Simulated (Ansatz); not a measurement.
Wurtzite AgCl (no longer in that coordination), relaxed with r2SCAN: 4 runs in the plane-wave code Ansatz, each a calculation of independent-particle optics. It is hexagonal, P6_3/mmc (No. 194); a = 4.520 Å, c = 5.722 Å in the conventional setting, 25.31 Å³ an atom. Ag is surrounded by 5 Cl at 2.61–2.86 Å; Cl is surrounded by 5 Ag at 2.61–2.86 Å. Simulation only: spin-unpolarised, and no claim that this is the phase found in nature.

```
CELL_PARAMETERS angstrom
4.51974 0.00000 0.00000
-2.25987 3.91421 0.00000
0.00000 0.00000 5.72250
ATOMIC_POSITIONS crystal
Ag 0.33333 0.66667 0.93778
Ag 0.66667 0.33333 0.43778
Cl 0.33333 0.66667 0.43722
Cl 0.66667 0.33333 0.93722
```

On meshes this coarse, single peaks can be features of the mesh. No local fields, no excitons; the zone sum runs over the cells of the mesh, and ε∞ includes the bands left out of the spectrum. Up to four peaks are listed, those above 15 % of the tallest and inside the complete range; the four can differ from row to row. Rows marked drawn have settings drawn at random (some not listed).

```tsv
functional	k mesh	broadening (eV)	scissors (eV)	range (eV)	settings	direct gap on the mesh before scissors (eV)	ε∞ xx	ε∞ yy	ε∞ zz	complete up to (eV)	tallest peaks of mean ε₂ (eV)
PBE	6×6×4	0.1	0.00	0–13	chosen	1.39	4.43	4.43	4.50	13.0	7.45 7.95 8.20 9.25
r2SCAN	6×6×4	0.1	0.00	0–13	chosen	1.83	3.94	3.94	3.98	13.0	7.75 8.40 8.60 8.85
PBE	6×6×4	0.1	1.48 (to HSE06)	0–13	chosen	1.39	3.80	3.80	3.88	13.0	8.90 9.45 9.70 10.75
r2SCAN	6×6×4	0.03	0.00	2–10	drawn	1.83	3.94	3.94	3.98	10.0	7.75 8.35 8.60 8.85
```

The runs are scalar-relativistic, without spin-orbit coupling.
